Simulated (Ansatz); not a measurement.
A 2-atom cell of KI started from a crystallographic database, relaxed with r2SCAN, was run in Ansatz under altered settings. All numbers are computed, without spin polarisation but where a row says otherwise.

```
K I
1.0
     0.00000    3.54457    3.54457
     3.54457    0.00000    3.54457
     3.54457    3.54457    0.00000
K I
1 1
Cartesian
  0.0000 0.0000 0.0000
  3.5446 3.5446 3.5446
```

The base run's other keys:
```yaml
kpoints:
  mp_grid: { grid: [4, 4, 4] }
hamiltonian:
  xc: r2scan
scf:
  occupations: { method: fixed }
  n_extra_bands: 4
```

It takes 6 iterations with 2229 plane waves at 500 eV and 8 k points, and leaves a mean stress of +0.02 GPa. The gap over this mesh is 4.585 eV. It ran on 4 threads of Arm Neoverse V2 (shared host).

Outcomes, with energy and stress as changes against the base:

| setting | outcome | ΔF (meV/atom) | Δ mean stress (GPa) | gap on the mesh (eV) | iterations | wall time |
| --- | --- | --- | --- | --- | --- | --- |
| scf.mixing.ndim: 30 | converged | 0.0 | 0.00 | 4.585 | 6 | 1.3 s |
| scf.occupations: fermi_dirac 0.2 | converged | 0.0 | 0.00 | 4.585 | 6 | 1.1 s |
| basis.ecutrho_ratio: 8 | converged | 0.0 | 0.00 | 4.585 | 6 | 1.7 s |
| scf.n_extra_bands: 1 | converged | 0.0 | 0.00 | 4.585 | 6 | 1.1 s |
| accuracy: low | converged | 0.0 | 0.00 | 4.585 | 6 | 1.5 s |
| basis.ecutwfc: 250 | converged, warned | +590 | -0.11 | 4.575 | 6 | 3.6 s |
| scf.convergence.dr2_threshold: 1e-12 | converged | 0.0 | 0.00 | 4.585 | 8 | 2.1 s |
| basis.ecutwfc: 900 | converged | -1.4 | 0.00 | 4.585 | 6 | 2.2 s |
| hamiltonian.dispersion: d3bj | converged, warned | -109 | -0.40 | 4.585 | 6 | 1.2 s |
| hamiltonian.dispersion: rvv10 | converged | – | -0.47 | 4.485 | 6 | 7.4 s |
| scf.occupations: methfessel_paxton 0.5 | converged | 0.0 | 0.00 | 4.585 | 6 | 1.2 s |
| hamiltonian.xc: pbesol (cutoff then 420 eV) | converged | – | -0.41 | 3.797 | 6 | 0.56 s |
| kpoints.mp_grid.grid: [8, 8, 1] | converged, warned | +208 | +1.20 | 4.541 | 6 | 3.7 s |
| scf.convergence.dr2_threshold: 0.0 | refused | – | – | – | – | 0.02 s |

A dash marks a value that wasn't obtained or can't be compared. Stress is positive in compression. Its mean hides that meshes of lower symmetry stress the axes unequally. The base took 5.1 s.

- basis.ecutwfc: 250. 821 plane waves in place of 2229. The free energy moves by +590 meV an atom, the mean stress by -0.11 GPa and the gap on the mesh by -0.009 eV (to 4.575). The basis is too small: these are errors of the cutoff. Warned: cutoff below recommended.
- hamiltonian.dispersion: d3bj. The free energy moves by -109 meV an atom, the mean stress by -0.40 GPa and the gap on the mesh by 0.000 eV (to 4.585). A pairwise correction adds to energy, forces and stress and leaves the bands alone. Warned: dispersion damping borrowed.
- hamiltonian.xc: pbesol. The cutoff follows the functional, from 500 to 420 eV. The mean stress moves by -0.41 GPa and the gap on the mesh by -0.788 eV (to 3.797). It's another functional on the same cell, so totals aren't comparable.
- kpoints.mp_grid.grid: [8, 8, 1]. The free energy moves by +208 meV an atom, the mean stress by +1.20 GPa (single components by up to 2.7) and the gap on the mesh by -0.044 eV (to 4.541). The mesh breaks the crystal's symmetry, so the stress, and any force that symmetry no longer fixes, lose it too. The mesh is too coarse. Warned: symmetry narrowed by mesh.
- scf.convergence.dr2_threshold: 0.0. The program doesn't start. Error: invalid value for `scf.convergence.dr2_threshold`: must be finite and > 0; got 0 eV

Within 1 meV an atom, 0.1 GPa and 0.005 eV of the base stay: scf.mixing.ndim: 30; scf.occupations: fermi_dirac 0.2; basis.ecutrho_ratio: 8; scf.n_extra_bands: 1; accuracy: low; scf.convergence.dr2_threshold: 1e-12; scf.occupations: methfessel_paxton 0.5.

Spin-orbit coupling is left out, which matters wherever the heavy atoms make up the band edges.
